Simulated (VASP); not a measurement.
# CaO (Lime): band structure with TB-mBJ

Crystal: CaO (Lime).

```
Ca O
1.0
     0.00000    2.38733    2.38733
     2.38733    0.00000    2.38733
     2.38733    2.38733    0.00000
Ca O
1 1
Direct
  0.00000 0.00000 0.00000
  0.50000 0.50000 0.50000
```

```json
{"Program": "VASP 6.6.1", "Task": "band structure", "Functional": "TB-mBJ", "Potentials or basis": "VASP PAW PBE potentials, release 64 (Ca_sv, O)", "Cutoff": "520 eV", "k mesh": "10 × 10 × 10", "Occupations": "gaussian, width 0.03 eV", "Spin": "no spin polarisation", "Further INCAR settings": "ALGO = Normal; EDIFF = 1e-06"}
```

```json
{"Band gap on the k mesh": "5.28 eV, indirect (least direct gap 5.58 eV)", "Band gap along the path": "5.28 eV, indirect (least direct gap 5.58 eV)"}
```

Levels at the corners of the path, in eV from the valence-band top:
```
point  band 5  band 6  band 7  band 8  band 9  band 10  band 11  band 12
    Γ  -16.73    0.00    0.00    0.00    7.21     7.33     7.33     7.33
    X  -16.60   -1.00   -0.30   -0.30    5.28     8.67     9.13    10.10
    X  -16.60   -1.00   -0.30   -0.30    5.28     8.67     9.13    10.10
    W  -16.15   -1.16   -0.79   -0.79    7.63     7.63     8.84    10.10
    W  -16.15   -1.16   -0.79   -0.79    7.63     7.63     8.84    10.10
    K  -16.17   -1.07   -0.92   -0.71    6.59     9.07     9.12     9.72
    K  -16.17   -1.07   -0.92   -0.71    6.59     9.07     9.12     9.72
    Γ  -16.73    0.00    0.00    0.00    7.21     7.33     7.33     7.33
    Γ  -16.73    0.00    0.00    0.00    7.21     7.33     7.33     7.33
    L  -15.53   -2.10   -1.12   -1.12    8.26     9.16     9.16    10.75
    L  -15.53   -2.10   -1.12   -1.12    8.26     9.16     9.16    10.75
    U  -16.17   -1.07   -0.92   -0.71    6.59     9.07     9.12     9.72
    U  -16.17   -1.07   -0.92   -0.71    6.59     9.07     9.12     9.72
    W  -16.15   -1.16   -0.79   -0.79    7.63     7.63     8.84    10.10
    W  -16.15   -1.16   -0.79   -0.79    7.63     7.63     8.84    10.11
    L  -15.53   -2.10   -1.12   -1.12    8.26     9.16     9.16    10.75
    L  -15.53   -2.10   -1.12   -1.12    8.26     9.16     9.16    10.75
    K  -16.17   -1.07   -0.92   -0.71    6.59     9.07     9.12     9.72
    U  -16.17   -1.07   -0.92   -0.71    6.59     9.07     9.12     9.72
    X  -16.60   -1.00   -0.30   -0.30    5.28     8.67     9.13    10.10
```

Run time: 2.1 min on 1 thread of Intel(R) Xeon(R) 6975P-C (Granite Rapids) (shared host), peak memory 0.18 GiB.
